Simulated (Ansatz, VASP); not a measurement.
ZnS in VASP and in Ansatz

INCAR

```
PREC     = Accurate       # precision mode
ENCUT    = 520            # plane-wave cutoff, eV
EDIFF    = 1E-8           # SCF threshold, eV
ISMEAR   = -1             # smearing method
SIGMA    = 0.01           # smearing width, eV
LREAL    = False          # projectors in reciprocal space
LASPH    = True           # aspherical terms in the spheres
NELM     = 100            # most SCF steps
ALGO     = Normal         # electronic algorithm
ISIF     = 2              # what is computed and relaxed
LWAVE    = False          # write WAVECAR
LCHARG   = False          # write CHGCAR
GGA      = PS             # functional
LEFG     = True         
NBANDS   = 16             # bands
```

Contents of KPOINTS:

```
Automatic mesh
0
Gamma
  8 8 8
```

Contents of POSCAR:

```
ZnS
1.0
    0.0000000000      2.7270034930      2.7270034930
    2.7270034930      0.0000000000      2.7270034930
    2.7270034930      2.7270034930      0.0000000000
Zn S
1 1
Direct
    0.0000000000      0.0000000000      0.0000000000
    0.7500000000      0.7500000000      0.7500000000
```

Input for Ansatz:

```yaml
crystal:
  lattice:
    - [0.0, 2.727003493, 2.727003493]
    - [2.727003493, 0.0, 2.727003493]
    - [2.727003493, 2.727003493, 0.0]
  atoms:
    - { symbol: Zn, position: [0.0, 0.0, 0.0] }
    - { symbol: S, position: [0.75, 0.75, 0.75] }
kpoints:
  mp_grid: { grid: [8, 8, 8] }
scf:
  occupations: { method: fermi_dirac, width: 0.01 }
hamiltonian:
  xc: pbesol
  pseudopotentials: { kind: paw }
output:
  forces: true
  stress: true
  eigenvalues: true
  efg: { contact_densities: true }
```

Change from the starting cell: volume scaled by 1.025, PAW files.

Alike in both runs: task electric field gradients; functional PBEsol; k mesh 8 × 8 × 8; occupations fermi-dirac, width 0.01 eV; no spin polarisation.

|  | VASP | Ansatz |
| --- | --- | --- |
| version | VASP 6.6.1 | Ansatz 0.2.0 |
| potentials or method | VASP PAW PBE potentials, release 64 (Zn, S) | PAW with Ansatz's default frozen-core files, scalar-relativistic |
| plane-wave cutoff (eV) | 520 | 420 |
| valence electrons in the cell | 18 | 18 |

Ansatz gave:

* gap on the k mesh at the Fermi level (eV): 1.86
* pressure (GPa): -3.8
* Vzz of the field gradient on the site that differs most (V/Å²): 0.0

Question: What did VASP give for the same quantities?

Answer: gap on the k mesh at the Fermi level (eV): 1.86; pressure (GPa): -3.6; Vzz of the field gradient on the site that differs most (V/Å²): 0.0.

Caveats: the PAW data sets were made with another functional, which shifts forces and pressure a little (VASP).
